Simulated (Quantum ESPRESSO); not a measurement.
## TaN: zone-centre phonons under several settings

```xyz
2
Lattice="2.9380 0.0000 0.0000 -1.4690 2.5444 0.0000 0.0000 0.0000 2.8830" Properties=species:S:1:pos:R:3 pbc="T T T"
Ta    0.0000    0.0000    1.4415
N     1.4690    0.8481    0.0000
```

All runs used Quantum ESPRESSO 7.5; k mesh 7 × 7 × 6; given cell, atoms relaxed; no spin polarisation; occupations cold, width 0.2 eV.

```csv
level,potentials,cutoff (eV),lowest optical mode without the field (cm⁻¹),highest optical mode without the field (cm⁻¹)
PBE,GBRV 1.5 PBE,612,526,547
PBE,JTH 2.0 PBE,707,524,542
PBE,SPMS 1.0 PBE,952,?,?
PBE,SSSP 1.3 efficiency PBE,816,524,545
PBE,PseudoDojo 0.4.1 SR PBE standard,1143,522,542
PBE,SG15 PBE 1.2,1020,526,544
PBE,Ansatz NC SR PBE,1238,524,543
```

Problem. What stands in the row left open?

Solution. Lowest optical mode without the field 522 cm⁻¹; highest optical mode without the field 543 cm⁻¹.

Caveats: all runs use coarse meshes; the mesh is thin for the phonons of a metal; the cell is more than 3 GPa from zero pressure, which shifts response properties (some runs).

For the row left open. Caveat: the k mesh is coarse (spacing up to 0.36 Å⁻¹), so the values aren't converged; the mesh is thin for the phonons of a metal.

The runs don't all hold the same shells in valence.
